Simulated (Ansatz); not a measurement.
Input of an Ansatz 0.2.0 run:

input.yaml

```yaml
crystal:
  lattice:
    - [1.397149, -2.600516, 0.0]
    - [1.397149, 2.600516, 0.0]
    - [0.0, 0.0, 2.698231]
  atoms:
    - { symbol: Ge, position: [0.5, 0.5, 0.0] }
hamiltonian:
  xc: lda
  pseudopotentials: { kind: paw }
kpoints:
  mp_grid: { grid: [11, 11, 10] }
scf:
  occupations: { method: fermi_dirac, width: 0.05 }
output:
  forces: true
  stress: true
  eigenvalues: true
relax:
  f_tol: 0.01
  max_steps: 40
  cell: { stress_tol: 0.05 }
```

Potentials or basis: Ansatz PAW.

Run with:

```bash
$ ansatz run input.yaml --threads 2 --pin off --max-ram 5632MiB --backend cpu --events-out ev --progress --plain --runs-dir out
```

Problem. Estimate the relaxed cell.

Solution. a = 2.810 Å, b = 2.810 Å, c = 2.649 Å, α = 90.00°, β = 90.00°, γ = 120.81°.

Problem. Estimate the band gap on the k mesh.

Solution. None (metal or under the smearing width).

Problem. Predict the space group after relaxing (to 0.05 Å).

Solution. Cmmm (No. 65).

Problem. What does it give for the relaxed volume?

Solution. 17.97 Å³/atom.

Final structure:
```
Ge
1.0
     1.38772   -2.44335    0.00000
     1.38772    2.44335    0.00000
     0.00000    0.00000    2.64934
Ge
1
Direct
  0.50000 0.50000 0.00000
```

Caveat: the PAW data sets come from PBE, with cores solved anew for the run's functional, which leaves a small shift of forces and pressure.
